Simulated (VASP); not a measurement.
# GaN (P6_3mc) in VASP: further runs, part 2 of 2

VASP 6.6.1. The steps go on from the part before.

### 3 Band structure, PBE-EpsX

POSCAR

```
GaN                                     
1.0
    3.1802324007     -0.0000000000      0.0000000000
   -1.5901162004      2.7541620489      0.0000000000
    0.0000000000      0.0000000000      5.1832207791
  Ga              N             
     2     2
Direct
     0.3333333332999970    0.6666666667000030    0.9992402580504851
     0.6666666667000030    0.3333333332999970    0.4992402580504852
     0.3333333332999970    0.6666666667000030    0.3757597419495148
     0.6666666667000030    0.3333333332999970    0.8757597419495149
```

INCAR.step1

```
SYSTEM = GaN
PREC = Accurate
ENCUT = 520
EDIFF = 1E-8
ISMEAR = 0
SIGMA = 0.03
LREAL = .False.
LASPH = .True.
NELM = 80
ALGO = Normal
ISIF = 2
LWAVE = .False.
LCHARG = .False.
KPAR = 4
GGA = PE
LEPSILON = .True.
```

KPOINTS.step1

```
Automatic mesh
0
G
  12 12 5
  0 0 0
```

INCAR.step2

```
SYSTEM = GaN
PREC = Accurate
ENCUT = 520
EDIFF = 1E-5
ISMEAR = 0
SIGMA = 0.03
LREAL = .False.
LASPH = .True.
NELM = 80
ALGO = Normal
ISIF = 2
LWAVE = .True.
LCHARG = .False.
KPAR = 4
GGA = PE
```

KPOINTS.step2

```
regular mesh
0
Gamma
  6 6 3
  0 0 0
```

INCAR.step3

```
SYSTEM = GaN
PREC = Accurate
ENCUT = 520
EDIFF = 1E-7
ISMEAR = 0
SIGMA = 0.03
LREAL = .False.
LASPH = .True.
NELM = 80
ALGO = Normal
ISIF = 2
LWAVE = .False.
LCHARG = .False.
GGA = PE
LHFCALC = .True.
AEXX = 0.1728
PRECFOCK = Fast
HFRCUT = -1
KPAR = 4
ISTART = 1
```

KPOINTS.step3

```
regular mesh
0
Gamma
  6 6 3
  0 0 0
```

KPOINTS_OPT

```
explicit points
6
Reciprocal
 0.0000000000  0.0000000000  0.0000000000 1
 0.0000000000  0.0000000000  0.5000000000 1
 0.3333333333  0.3333333333  0.5000000000 1
 0.3333333333  0.3333333333  0.0000000000 1
 0.5000000000  0.0000000000  0.5000000000 1
 0.5000000000  0.0000000000  0.0000000000 1
```

Potentials or basis: VASP PAW PBE potentials, release 64 (Ga_d, N).

The run is started by

```
> cat potpaw_PBE.64/Ga_d/POTCAR potpaw_PBE.64/N/POTCAR > POTCAR
> cp INCAR.step1 INCAR
> cp KPOINTS.step1 KPOINTS
> mpirun -np 4 vasp_std > vasp.out
> cp INCAR.step2 INCAR
> cp KPOINTS.step2 KPOINTS
> mpirun -np 4 vasp_std > vasp.out
> cp INCAR.step3 INCAR
> cp KPOINTS.step3 KPOINTS
> mpirun -np 4 vasp_std > vasp.out
```

OUTCAR:

```text
SYSTEM = GaN
   PREC = Accurate
   ENCUT = 520
   EDIFF = 1E-7
   ISMEAR = 0
   LREAL = .False.
   LASPH = .True.
   NELM = 80
   ISIF = 2
   GGA = PE
   LHFCALC = .True.
   AEXX = 0.1728
   PRECFOCK = Fast
   ISTART = 1

 ion  position               nearest neighbor table
   1  0.333  0.667  0.999-   4 1.94   4 1.94   4 1.94   3 1.95
   2  0.667  0.333  0.499-   3 1.94   3 1.94   3 1.94   4 1.95
   3  0.333  0.667  0.376-   2 1.94   2 1.94   2 1.94   1 1.95
   4  0.667  0.333  0.876-   1 1.94   1 1.94   1 1.94   2 1.95

  LATTYP: Found a hexagonal cell.
 ALAT       =     3.1802324007
 C/A-ratio  =     1.6298245304

  Lattice vectors:

 A1 = (   3.1802324007,   0.0000000000,   0.0000000000)
 A2 = (  -1.5901162004,   2.7541620489,   0.0000000000)
 A3 = (   0.0000000000,   0.0000000000,   5.1832207791)

Analysis of symmetry for initial positions (statically):
=====================================================================
 Subroutine PRICEL returns:
 Original cell was already a primitive cell.

 Routine SETGRP: Setting up the symmetry group for a
 hexagonal supercell.

 Subroutine GETGRP returns: Found 12 space group operations
 (whereof  6 operations were pure point group operations)
 out of a pool of 24 trial point group operations.

The static configuration has the point symmetry C_3v.
 The point group associated with its full space group is C_6v.

Analysis of symmetry for dynamics (positions and initial velocities):
=====================================================================
 Subroutine PRICEL returns:
 Original cell was already a primitive cell.

 Routine SETGRP: Setting up the symmetry group for a
 hexagonal supercell.

 Subroutine GETGRP returns: Found 12 space group operations
 (whereof  6 operations were pure point group operations)
 out of a pool of 24 trial point group operations.

The dynamic configuration has the point symmetry C_3v.
 The point group associated with its full space group is C_6v.

 Subroutine INISYM returns: Found 12 space group operations
 (whereof  6 operations are pure point group operations),
 and found     1 'primitive' translations

----------------------------------------------------------------------------------------

                                     Primitive cell

  volume of cell :      45.3992

  direct lattice vectors                    reciprocal lattice vectors
     3.180232401  0.000000000  0.000000000     0.314442429  0.181543421  0.000000000
    -1.590116200  2.754162049  0.000000000     0.000000000  0.363086842  0.000000000
     0.000000000  0.000000000  5.183220779     0.000000000  0.000000000  0.192930234

  length of vectors
     3.180232401  3.180232401  5.183220779     0.363086842  0.363086842  0.192930234

  position of ions in fractional coordinates (direct lattice)
     0.333333333  0.666666667  0.999240258
     0.666666667  0.333333333  0.499240258
     0.333333333  0.666666667  0.375759742
     0.666666667  0.333333333  0.875759742

[... 42 lines left out ...]
  0.000000  0.000000  0.333333      2.000000
  0.166667  0.000000  0.333333     12.000000
  0.333333  0.000000  0.333333     12.000000
  0.500000  0.000000  0.333333      6.000000
  0.166667  0.166667  0.333333     12.000000
  0.333333  0.166667  0.333333     24.000000
  0.333333  0.333333  0.333333      4.000000
   k-points           NKPTS =     14   k-points in BZ     NKDIM =    108   number of bands    NBANDS=     22
   number of dos      NEDOS =    301   number of ions     NIONS =      4
   total plane-waves  NPLWV =  23040
   dimension x,y,z NGX =    24 NGY =   24 NGZ =   40
   dimension x,y,z NGXF=    48 NGYF=   48 NGZF=   80
   ions per type =               2   2
   NGX,Y,Z   is equivalent  to a cutoff of  12.55, 12.55, 12.83 a.u.
   NGXF,Y,Z  is equivalent  to a cutoff of  25.09, 25.09, 25.66 a.u.
 SYSTEM =  GaN
   PREC   = accura    normal or accurate (medium, high low for compatibility)
   ISTART =      1    job   : 0-new  1-cont  2-samecut
   ICHARG =      0    charge: 1-file 2-atom 10-const
   ISPIN  =      1    spin polarized calculation?
   LNONCOLLINEAR =      F non collinear calculations
   LSORBIT =      F    spin-orbit coupling
   LASPH  =      T    aspherical Exc in radial PAW
   ENCUT  =  520.0 eV  38.22 Ry    6.18 a.u.   5.91  5.91  9.64*2*pi/ulx,y,z
   NELM   =     80;   NELMIN=  2; NELMDL=  0     # of ELM steps
   EDIFF  = 0.1E-06   stopping-criterion for ELM
   LREAL  =      F    real-space projection
   EDIFFG = 0.1E-05   stopping-criterion for IOM
   NSW    =      0    number of steps for IOM
   IBRION =     -1    ionic relax: 0-MD 1-quasi-New 2-CG
   NFREE  =      0    steps in history (QN), initial steepest desc. (CG)
   ISIF   =      2    stress and relaxation
   ISYM   =      3    0-nonsym 1-usesym 2-fastsym
   POTIM  = 0.5000    time-step for ionic-motion
   TEBEG  =    0.0;   TEEND  =   0.0 temperature during run
   PSTRESS=    0.0 pullay stress
   NELECT =      36.0000    total number of electrons
   NUPDOWN=      -1.0000    fix difference up-down
   EMIN   =  10.00;   EMAX   =-10.00  energy-range for DOS
   EFERMI =   0.00;   METHOD = LEGACY
   ISMEAR =     0;   SIGMA  =   0.03  broadening in eV -4-tet -1-fermi 0-gaus
   EFERMI_NEDOS =   21; number of points for ismear=-14 and -15
   IALGO  =     38    algorithm
   IMIX   =      1    mixing-type and parameters
     AMIX     =   0.40;   BMIX     =  1.00
     AMIX_MAG =   1.60;   BMIX_MAG =  1.00
  volume/ion in A,a.u.               =      11.35        76.59
  Fermi-wavevector in a.u.,A,eV,Ry     =   1.515280  2.863465 31.239989  2.296074
  Thomas-Fermi vector in A             =   2.624825
   LORBIT       =      0    0 simple, 1 ext, 2 COOP (PROOUT), +10 PAW based schemes
   GGA     = PE    functional components
   LHFCALC =     T    Hartree Fock is set to
   PRECFOCK=fast      Normal, Fast or Accurate (Low or Medium for compatibility)
   ENCUT4O =  -1.0   cutoff for four orbital integrals eV
   NKREDX  =     1    reduce k-point grid by
   NKREDY  =     1    reduce k-point grid by
   NKREDZ  =     1    reduce k-point grid by
   AEXX    =    0.1728 exact exchange contribution
   HFSCREEN=    0.0000 screening length (either q_TF or 0.3 A-1)
   HFSCREENC=   0.0000 screening length for correlation (either q_TF or 0.3 A-1)
   ENCUTFOCK=  -1.0 apply spherical cutoff to Coloumb kernel
   IVDW    =     0    specifies the selected vdW correction
   LEPSILON=     F    determine dielectric tensor
   LRPA    =     F    only Hartree local field effects (RPA)
 non-spin polarized calculation
 Gauss-broadening in eV      SIGMA  =   0.03
  energy-cutoff  :      520.00
  volume of cell :       45.40
 maximum number of plane-waves:      1244
 NGX is ok and might be reduce to    24
  NGX = 14; NGY = 14; NGZ = 24

 number of electron      35.9999996 magnetization

 Free energy of the ion-electron system (eV)
  ---------------------------------------------------
  ext. energy  EPLUGINS =         0.00000000
  ---------------------------------------------------
  free energy    TOTEN  =       -29.12809454 eV

  energy without entropy =      -29.12809454  energy(sigma->0) =      -29.12809454

 E-fermi :   4.7342     XC(G=0):  -9.9641

 val. band max:        4.5736177619   @ k =   0.0000   0.0000   0.0000
 cond. band min:       7.8748664404   @ k =   0.0000   0.0000   0.0000
 fundamental gap:      3.3012486784
 Fermi energy:         4.7342394406

 k-point     1 :       0.0000    0.0000    0.0000
  band No.  band energies     occupation
      1     -12.5514      2.00000
      2     -11.7933      2.00000
      3     -10.3711      2.00000
      4     -10.3543      2.00000
      5     -10.3543      2.00000
      6     -10.2929      2.00000
[... 339 lines left out ...]
     21      12.9814      0.00000
     22      14.1328      0.00000

------------------------ aborting loop because EDIFF is reached ----------------------------------------

  FORCE on cell =-STRESS in cart. coord.  units (eV):
  Direction    XX          YY          ZZ          XY          YZ          ZX
  --------------------------------------------------------------------------------------
  -------------------------------------------------------------------------------------
  Total        0.6234713      0.6234713      0.5044097     -0.0000000     -0.0000000      0.0000000
  in kB       22.0028542     22.0028542     17.8010630     -0.0000000     -0.0000000      0.0000000
  external PRESSURE =      20.6022571 kB  Pullay stress =       0.0000000 kB

 VOLUME and BASIS-vectors are now :
 -----------------------------------------------------------------------------
  energy-cutoff  :      520.00
  volume of cell :       45.40
      direct lattice vectors                 reciprocal lattice vectors
     3.180232401  0.000000000  0.000000000     0.314442429  0.181543421  0.000000000
    -1.590116200  2.754162049  0.000000000     0.000000000  0.363086842  0.000000000
     0.000000000  0.000000000  5.183220779     0.000000000  0.000000000  0.192930234

 POSITION                                       TOTAL-FORCE (eV/Angst)
 -----------------------------------------------------------------------------------
     -0.00000      1.83611      5.17928        -0.000000     -0.000000     -0.014518
      1.59012      0.91805      2.58767        -0.000000      0.000000     -0.014518
     -0.00000      1.83611      1.94765         0.000000      0.000000      0.014518
      1.59012      0.91805      4.53926        -0.000000      0.000000      0.014518
 -----------------------------------------------------------------------------------
    total drift:                               -0.000001     -0.000001     -0.001229

  FREE ENERGIE OF THE ION-ELECTRON SYSTEM (eV)
  ---------------------------------------------------
  free  energy   TOTEN  =       -29.1280945402 eV

  energy  without entropy=      -29.1280945402  energy(sigma->0) =      -29.12809454
```

Wall time 12 min (4 MPI ranks of Intel Xeon 6975P-C (Granite Rapids), shared host); peak memory 0.5 GiB.

Results:

```
Free energy             : -29.1281 eV
Pressure                : 2.1 GPa
Largest force           : 0.015 eV/Å
Band gap on the k mesh  : 3.30 eV, direct
Band gap along the path : 3.30 eV, direct
```

Forces in eV/Å, atoms in the order of the input:
```
Ga   0.000  0.000 -0.015
Ga   0.000  0.000 -0.015
N    0.000  0.000  0.015
N    0.000  0.000  0.015
```

Stress tensor (GPa, compression positive):
```
2.20 0.00 0.00
0.00 2.20 0.00
0.00 0.00 1.78
```

Levels at points of the mesh, in eV from the valence-band top:
| k point | band 14 | band 15 | band 16 | band 17 | band 18 | band 19 | band 20 | band 21 | band 22 |
| --- | --- | --- | --- | --- | --- | --- | --- | --- | --- |
| (0.00, 0.00, 0.00) | -1.11 | -1.11 | -0.06 | 0.00 | 0.00 | 3.30 | 5.78 | 10.97 | 11.54 |
| (0.50, 0.00, 0.00) | -5.60 | -4.47 | -2.93 | -2.34 | -1.07 | 6.47 | 7.08 | 7.51 | 10.45 |

Caveat: the PAW data sets were made with another functional, which shifts forces and pressure a little.

### 4 Comparison with measurements

Step 2. A measured gap of GaN is 3.503 eV (direct; quoted in “Studying electronic properties in GaN without electrical contacts using γ-γ vs e−-γ Perturbed Angular Correlations”, 2019, pmc:6823545); the calculated 3.93 eV misses it by +0.43 eV. Spin-orbit coupling on Ga is left out. The value is that of PBE0, without temperature or zero-point motion.

Step 3. A measured gap of GaN is 3.503 eV (direct; quoted in “Studying electronic properties in GaN without electrical contacts using γ-γ vs e−-γ Perturbed Angular Correlations”, 2019, pmc:6823545); the calculated 3.30 eV misses it by -0.20 eV. Spin-orbit coupling on Ga is left out. The value is that of PBE-EpsX, without temperature or zero-point motion.
